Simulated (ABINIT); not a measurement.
# Ga (Pm-3m) in ABINIT: a series of runs, part 2 of 2

ABINIT 10.8.3 (patched build).

## Step 3: Single point, revPBE

Contents of run.abi:

```
# Pseudopotentials
pp_dirpath "./"
pseudos "Ga.GGA_PBE-JTH.xml"

# Structure
acell 3*1.0
rprim
     5.1334032230     0.0000000000     0.0000000000
     0.0000000000     5.1334032230     0.0000000000
     0.0000000000     0.0000000000     5.1334032230
ntypat 1
znucl 31
natom 1
typat 1
xred
     0.0000000000     0.0000000000     0.0000000000

# Plane-wave basis
ecut 544.227725 eV
pawecutdg 40.0
pawxcdev 0

# k points
kptopt 1
ngkpt 10 10 10
nshiftk 1
shiftk 0.0 0.0 0.0

# Exchange and correlation
ixc 14

# Bands and occupations
nband 11
occopt 3
tsmear 0.05 eV

# SCF cycle
nstep 100
tolvrs 1.0e-9

# Output
iomode 3
prtwf 0
prteig 0
prtebands 0
enunit 1
prtden 1
prtvha 1
prtvclmb 1
prtpot 1
```

Potentials or basis: JTH PAW PBE v2.0.

Run with:

```sh
> abinit run.abi > log 2>&1
```

run.abo:

```text
.Version 10.8.3 of ABINIT
 Symmetries : space group Pm -3 m (#221); Bravais cP (primitive cubic)
================================================================================
 Values of the parameters that define the memory need of the present run
     intxc =       0    ionmov =       0      iscf =      17    lmnmax =      18
     lnmax =       6     mgfft =      24  mpssoang =       3    mqgrid =    3001
     natom =       1  nloc_mem =       2    nspden =       1   nspinor =       1
    nsppol =       1      nsym =      48    n1xccc =       1    ntypat =       1
    occopt =       3   xclevel =       2
       mpw =         588          nfft =       13824          nkpt =          56
 PAW method is used; the additional fine FFT grid is defined by:
   mgfftf=        30    nfftf =     27000
================================================================================
================================================================================

--------------------------------------------------------------------------------
------------- Echo of variables that govern the present computation ------------
--------------------------------------------------------------------------------
 -outvars: echo values of preprocessed input variables --------
            acell      1.0000000000E+00  1.0000000000E+00  1.0000000000E+00 Bohr
              amu      6.97230000E+01
             ecut      2.00000000E+01 Hartree
           enunit           1
                       outvar_i_n : Printing only first  50 k-points.
              ixc          14
                       outvar_i_n : Printing only first  50 k-points.
         kptrlatt       10    0    0      0   10    0      0    0   10
          kptrlen      5.13340322E+01
            natom           1
            nband          11
            ngfft          24      24      24
          ngfftdg          30      30      30
             nkpt          56
            nstep         100
             nsym          48
           ntypat           1
                       prtocc : prtvol=0, do not print more k-points.
           occopt           3
        pawecutdg      4.00000000E+01 Hartree
         pawxcdev           0
        prtebands           0
           prteig           0
           prtpot           1
         prtvclmb           1
           prtvha           1
            prtwf           0
            rprim      5.1334032230E+00  0.0000000000E+00  0.0000000000E+00
                       0.0000000000E+00  5.1334032230E+00  0.0000000000E+00
                       0.0000000000E+00  0.0000000000E+00  5.1334032230E+00
          spgroup         221
           tolvrs      1.00000000E-09
           tsmear      1.83746611E-03 Hartree
            typat      1
           useylm           1
                       outvars : Printing only first  50 k-points.
            znucl       31.00000

================================================================================

 chkinp: Checking input parameters for consistency.

================================================================================
== DATASET  1 ==================================================================

--- !DatasetInfo
iteration_state: {dtset: 1, }
dimensions: {natom: 1, nkpt: 56, mband: 11, nsppol: 1, nspinor: 1, nspden: 1, mpw: 588, }
cutoff_energies: {ecut:  20.0, pawecutdg:  40.0, }
electrons: {nelect:   1.30000000E+01, charge:   0.00000000E+00, occopt:   3.00000000E+00, tsmear:   1.83746611E-03, }
meta: {optdriver: 0, ionmov: 0, optcell: 0, iscf: 17, paral_kgb: 0, }
...

 Exchange-correlation functional for the present dataset will be:
  GGA: revPBE functional - ixc=14
  Zhang and Yang, PRL 80, 890 (1998)

 Real(R)+Recip(G) space primitive vectors, cartesian coordinates (Bohr,Bohr^-1):
 R(1)=  5.1334032  0.0000000  0.0000000  G(1)=  0.1948025  0.0000000  0.0000000
 R(2)=  0.0000000  5.1334032  0.0000000  G(2)=  0.0000000  0.1948025  0.0000000
[... 56 lines left out ...]
  sigma(3 3)= -4.87735122E-05  sigma(2 1)=  0.00000000E+00

--- !ResultsGS
iteration_state: {dtset: 1, }
comment   : Summary of ground state results
lattice_vectors:
- [  5.1334032,   0.0000000,   0.0000000, ]
- [  0.0000000,   5.1334032,   0.0000000, ]
- [  0.0000000,   0.0000000,   5.1334032, ]
lattice_lengths: [   5.13340,    5.13340,    5.13340, ]
lattice_angles: [ 90.000,  90.000,  90.000, ] # degrees, (23, 13, 12)
lattice_volume:   1.3527456E+02
convergence: {deltae: -3.001E-11, res2:  1.755E-10, residm:  2.175E-05, diffor: null, }
etotal    :  -7.90223893E+01
entropy   :   0.00000000E+00
fermie    :   1.82048275E-01
cartesian_stress_tensor: # hartree/bohr^3
- [ -4.87735122E-05,   0.00000000E+00,   0.00000000E+00, ]
- [  0.00000000E+00,  -4.87735122E-05,   0.00000000E+00, ]
- [  0.00000000E+00,   0.00000000E+00,  -4.87735122E-05, ]
pressure_GPa:   1.4350E+00
xred      :
- [  0.0000E+00,   0.0000E+00,   0.0000E+00, Ga]
cartesian_forces: # hartree/bohr
- [ -0.00000000E+00,  -0.00000000E+00,  -0.00000000E+00, ]
force_length_stats: {min:   0.00000000E+00, max:   0.00000000E+00, mean:   0.00000000E+00, }
...

 Integrated electronic density in atomic spheres:
 ------------------------------------------------
 Atom  Sphere_radius  Integrated_density
    1        2.10359         11.00486125

================================================================================

 ----iterations are completed or convergence reached----

 Mean square residual over all n,k,spin=   86.948E-09; max=  21.755E-06
 reduced coordinates (array xred) for    1 atoms
       0.000000000000      0.000000000000      0.000000000000
 rms dE/dt=  0.0000E+00; max dE/dt=  0.0000E+00; dE/dt below (all hartree)
    1       0.000000000000      0.000000000000      0.000000000000

 cartesian coordinates (angstrom) at end:
    1      0.00000000000000     0.00000000000000     0.00000000000000

 cartesian forces (hartree/bohr) at end:
    1     -0.00000000000000    -0.00000000000000    -0.00000000000000
 frms,max,avg= 0.0000000E+00 0.0000000E+00   0.000E+00  0.000E+00  0.000E+00 h/b

 cartesian forces (eV/Angstrom) at end:
    1     -0.00000000000000    -0.00000000000000    -0.00000000000000
 frms,max,avg= 0.0000000E+00 0.0000000E+00   0.000E+00  0.000E+00  0.000E+00 e/A
 length scales=  1.000000000000  1.000000000000  1.000000000000 bohr
              =  0.529177210544  0.529177210544  0.529177210544 angstroms
 Fermi (or HOMO) energy (eV) =   4.95379   Average Vxc (eV)=  -9.58830
 Eigenvalues (   eV  ) for nkpt=  56  k points:
 kpt#   1, nband= 11, wtk=  0.00100, kpt=  0.0000  0.0000  0.0000 (reduced coord)
 -10.17791  -10.17791   -9.66803   -9.66803   -9.66803   -5.62224   13.90990   13.90990
  13.90990   16.70684   16.70684
 prteigrs : prtvol=0 or 1, do not print more k-points.

--- !EnergyTerms
iteration_state     : {dtset: 1, }
comment             : Components of total free energy in Hartree
kinetic             :  4.86530019315460E+00
hartree             :  2.26619380460714E+01
xc                  : -1.59912291461241E+00
Ewald energy        : -4.67042284817835E+01
psp_core            :  2.26971400603724E+00
local_psp           : -6.04679958979367E+01
PAW spherical_terms : -4.77935184623057E-02
internal            : -7.90221885675318E+01
'-kT*entropy'       : -2.04913414485351E-04
total_energy        : -7.90223934809462E+01
total_energy_eV     : -2.15030887109192E+03
...

--- !EnergyTermsDC
iteration_state     : {dtset: 1, }
comment             : '"Double-counting" decomposition of free energy'
band_energy         : -3.54467840151414E+00
Ewald energy        : -4.67042284817835E+01
psp_core            :  2.26971400603724E+00
xc_dc               : -2.22408314447412E+01
PAW spherical_terms : -8.80216011124406E+00
internal            : -7.90221844332457E+01
'-kT*entropy'       : -2.04913414485351E-04
total_energy_dc     : -7.90223893466601E+01
total_energy_dc_eV  : -2.15030875859226E+03
...

--- !EnergyTermsWithPAWCore
iteration_state     : {dtset: 1, }
comment             : 'Components of total free energy, including PAW core contributions'
Total energy        : -1.94418694818755E+03
Total energy DC     : -1.94418694405326E+03
Total energy (eV)   : -5.29040219815265E+04
Total energy DC (eV): -5.29040218690268E+04
...

 Cartesian components of stress tensor (hartree/bohr^3)
  sigma(1 1)= -4.87735122E-05  sigma(3 2)=  0.00000000E+00
  sigma(2 2)= -4.87735122E-05  sigma(3 1)=  0.00000000E+00
  sigma(3 3)= -4.87735122E-05  sigma(2 1)=  0.00000000E+00

-Cartesian components of stress tensor (GPa)         [Pressure=  1.4350E+00 GPa]
- sigma(1 1)= -1.43496627E+00  sigma(3 2)=  0.00000000E+00
- sigma(2 2)= -1.43496627E+00  sigma(3 1)=  0.00000000E+00
- sigma(3 3)= -1.43496627E+00  sigma(2 1)=  0.00000000E+00

== END DATASET(S) ==============================================================
================================================================================

 -outvars: echo values of variables after computation  --------
            acell      1.0000000000E+00  1.0000000000E+00  1.0000000000E+00 Bohr
           etotal     -7.9022389347E+01
            fcart     -0.0000000000E+00 -0.0000000000E+00 -0.0000000000E+00
            rprim      5.1334032230E+00  0.0000000000E+00  0.0000000000E+00
                       0.0000000000E+00  5.1334032230E+00  0.0000000000E+00
                       0.0000000000E+00  0.0000000000E+00  5.1334032230E+00
           strten     -4.8773512192E-05 -4.8773512192E-05 -4.8773512192E-05
                       0.0000000000E+00  0.0000000000E+00  0.0000000000E+00
 Calculation completed.
```

It took 9.2 s on 1 thread of Arm Neoverse V1, shared host; peak memory 0.09 GiB.

What came out:

| Quantity | Value |
| --- | --- |
| Free energy | -2150.3088 eV |
| Pressure | 1.4 GPa |
| Band gap on the k mesh | none (metal or under the smearing width) |
| Valence electrons inside the program's atomic spheres | Ga 11.00 (radii [1.1132] Å) |

Levels at points of the mesh, in eV from the Fermi level:
| k point | band 4 | band 5 | band 6 | band 7 | band 8 | band 9 |
| --- | --- | --- | --- | --- | --- | --- |
| (0.00, 0.00, 0.00) | -14.62 | -14.62 | -10.58 | 8.96 | 8.96 | 8.96 |
| (0.50, 0.00, 0.00) | -14.76 | -14.61 | -6.20 | -4.13 | 12.41 | 12.41 |
| (0.50, 0.50, 0.00) | -14.74 | -14.48 | -1.63 | -0.69 | -0.69 | 4.16 |
| (0.50, 0.50, 0.50) | -14.48 | -14.48 | 2.61 | 2.61 | 2.61 | 3.83 |

Caveat: the PAW data sets were made with another functional, which shifts forces and pressure a little.

## Step 4: Single point, PW91

run.abi: that of step 3 with these lines changed.

```diff
@@ -29,3 +29,3 @@
 # Exchange and correlation
-ixc 14
+ixc -109134
```

Potentials or basis: JTH PAW PBE v2.0.

Run with:

```sh
> abinit run.abi > log 2>&1
```

run.abo:

```text
.Version 10.8.3 of ABINIT
 Symmetries : space group Pm -3 m (#221); Bravais cP (primitive cubic)
================================================================================
 Values of the parameters that define the memory need of the present run
     intxc =       0    ionmov =       0      iscf =      17    lmnmax =      18
     lnmax =       6     mgfft =      24  mpssoang =       3    mqgrid =    3001
     natom =       1  nloc_mem =       2    nspden =       1   nspinor =       1
    nsppol =       1      nsym =      48    n1xccc =       1    ntypat =       1
    occopt =       3   xclevel =       2
       mpw =         588          nfft =       13824          nkpt =          56
 PAW method is used; the additional fine FFT grid is defined by:
   mgfftf=        30    nfftf =     27000
================================================================================
================================================================================

--------------------------------------------------------------------------------
[... 214 lines left out ...]
...

 Cartesian components of stress tensor (hartree/bohr^3)
  sigma(1 1)= -1.34209777E-05  sigma(3 2)=  0.00000000E+00
  sigma(2 2)= -1.34209777E-05  sigma(3 1)=  0.00000000E+00
  sigma(3 3)= -1.34209777E-05  sigma(2 1)=  0.00000000E+00

-Cartesian components of stress tensor (GPa)         [Pressure=  3.9486E-01 GPa]
- sigma(1 1)= -3.94858797E-01  sigma(3 2)=  0.00000000E+00
- sigma(2 2)= -3.94858797E-01  sigma(3 1)=  0.00000000E+00
- sigma(3 3)= -3.94858797E-01  sigma(2 1)=  0.00000000E+00

== END DATASET(S) ==============================================================
================================================================================

 -outvars: echo values of variables after computation  --------
            acell      1.0000000000E+00  1.0000000000E+00  1.0000000000E+00 Bohr
           etotal     -7.9163828669E+01
            fcart     -0.0000000000E+00 -0.0000000000E+00 -0.0000000000E+00
            rprim      5.1334032230E+00  0.0000000000E+00  0.0000000000E+00
                       0.0000000000E+00  5.1334032230E+00  0.0000000000E+00
                       0.0000000000E+00  0.0000000000E+00  5.1334032230E+00
           strten     -1.3420977723E-05 -1.3420977723E-05 -1.3420977723E-05
                       0.0000000000E+00  0.0000000000E+00  0.0000000000E+00
 Calculation completed.
```

It took 10 s on 1 thread of Arm Neoverse V1, shared host; peak memory 0.09 GiB.

Results:

```yaml
Free_energy: -2154.1575 eV
Pressure: 0.4 GPa
Band_gap_on_the_k_mesh: none (metal or under the smearing width)
Valence_electrons_inside_the_program's_atomic_spheres: Ga 11.02 (radii [1.1132] Å)
```

Levels at points of the mesh, in eV from the Fermi level:
| k point | band 4 | band 5 | band 6 | band 7 | band 8 | band 9 |
| --- | --- | --- | --- | --- | --- | --- |
| (0.00, 0.00, 0.00) | -14.66 | -14.66 | -10.57 | 8.92 | 8.92 | 8.92 |
| (0.50, 0.00, 0.00) | -14.80 | -14.65 | -6.24 | -4.08 | 12.32 | 12.32 |
| (0.50, 0.50, 0.00) | -14.78 | -14.52 | -1.71 | -0.67 | -0.67 | 4.28 |
| (0.50, 0.50, 0.50) | -14.51 | -14.51 | 2.59 | 2.59 | 2.59 | 3.67 |

Caveat: the PAW data sets were made with another functional, which shifts forces and pressure a little.

## Step 5: Single point, WC

run.abi: that of step 4 with these lines changed.

```diff
@@ -29,3 +29,3 @@
 # Exchange and correlation
-ixc -109134
+ixc 23
```

Run with:

```sh
> abinit run.abi > log 2>&1
```

Run time: 8.4 s. Hardware: 1 thread of Arm Neoverse V1, shared host; peak memory 0.09 GiB.

The run converged. Its results:

```
Free energy                                           : -2153.0001 eV
Pressure                                              : -2.7 GPa
Band gap on the k mesh                                : none (metal or under the smearing width)
Valence electrons inside the program's atomic spheres : Ga 11.02 (radii [1.1132] Å)
```

Levels at points of the mesh, in eV from the Fermi level:
```tsv
k point	band 3	band 4	band 5	band 6	band 7	band 8	band 9	band 10
(0.00, 0.00, 0.00)	-14.56	-14.56	-14.56	-10.58	8.92	8.92	8.92	11.85
(0.50, 0.00, 0.00)	-14.70	-14.70	-14.55	-6.23	-4.10	12.33	12.33	15.47
(0.50, 0.50, 0.00)	-14.68	-14.68	-14.42	-1.70	-0.67	-0.67	4.23	15.81
(0.50, 0.50, 0.50)	-14.90	-14.42	-14.42	2.61	2.61	2.61	3.68	8.19
```

Caveat: the PAW data sets were made with another functional, which shifts forces and pressure a little.

## Step 6: Summary

| level | gap on the mesh (eV) | pressure (GPa) |
| --- | --- | --- |
| SCAN | none | -3.2 |
| revPBE | none | 1.4 |
| PW91 | none | 0.4 |
| WC | none | -2.7 |

Alike in all rows: task single point; potentials or basis JTH PAW PBE v2.0; no spin polarisation; cell as given; k mesh 10 × 10 × 10; cutoff (eV) 544; smearing fermi-dirac 0.05 eV.

Every run on the cell as given and a fine mesh finds a metal. The pressure there spans -3.2 GPa (SCAN) to 1.4 GPa (revPBE); a positive pressure means that this level wants a larger cell, a negative one a smaller.

Caveats: the PAW data sets were made with another functional, which shifts forces and pressure a little; totals of a meta-GGA on PAW files have another zero than those of a GGA (some runs).

Absolute energies hang on the potentials; compare differences alone.
